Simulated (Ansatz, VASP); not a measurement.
Given: the input of a run of VASP 6.6.1 on InP.

Contents of INCAR:

```
PREC = Accurate ; ENCUT = 520
EDIFF = 1E-6 ; ISMEAR = -1
SIGMA = 0.05 ; LREAL = F
LASPH = T ; NELM = 60
ALGO = Normal ; ISIF = 2
LWAVE = F ; LCHARG = T
GGA = CA ; LELF = T
LVHAR = T ; NBANDS = 16
```

KPOINTS

```
regular mesh
0
Gamma
  8 8 8
```

File POSCAR:

```
InP
1.0
    0.0000000000      2.7314127370      2.7314127370
    2.7314127370      0.0000000000      2.7314127370
    2.7314127370      2.7314127370      0.0000000000
In P
1 1
Direct
    0.0000000000      0.0000000000      0.0000000000
    0.5000000000      0.5000000000      0.5000000000
```

Potentials or basis: VASP PAW LDA potentials, release 64 (In_d, P).

Launch:

```sh
$ cat potpaw_LDA.64/In_d/POTCAR potpaw_LDA.64/P/POTCAR > POTCAR
$ mpirun -np 1 vasp_std > vasp.out
```

Q: Set up the same calculation for Ansatz 0.2.0. Potentials there: all-electron LAPW, scalar-relativistic.

A: As run (the cutoff follows the program's own potentials):

input.yaml

```yaml
crystal:
  lattice:
    - [0.0, 2.731412737, 2.731412737]
    - [2.731412737, 0.0, 2.731412737]
    - [2.731412737, 2.731412737, 0.0]
  atoms:
    - { symbol: In, position: [0.0, 0.0, 0.0] }
    - { symbol: P, position: [0.5, 0.5, 0.5] }
kpoints:
  mp_grid: { grid: [8, 8, 8] }
scf:
  occupations: { method: fermi_dirac, width: 0.05 }
hamiltonian:
  xc: lda
  pseudopotentials: { kind: all_electron, lapw: { basis_error: 0.001 } }
output:
  forces: true
  stress: true
  eigenvalues: true
```

Potentials or basis: all-electron LAPW, scalar-relativistic.

Command:

```sh
$ ansatz run input.yaml --threads 1 --pin off --max-ram 3072MiB --backend cpu --events-out ev --progress --plain --runs-dir out
```

Both were run:

|  | VASP | Ansatz | Ansatz less VASP |
| --- | --- | --- | --- |
| gap on the k mesh at the Fermi level (eV) | none | none | - |
| pressure (GPa) | -2.2 | -2.2 | -0.04 |

A gap of «none» marks a metal or a gap that the smearing closes. Ansatz ran all-electron here, so the differences hold the error of VASP's frozen core and of both bases.
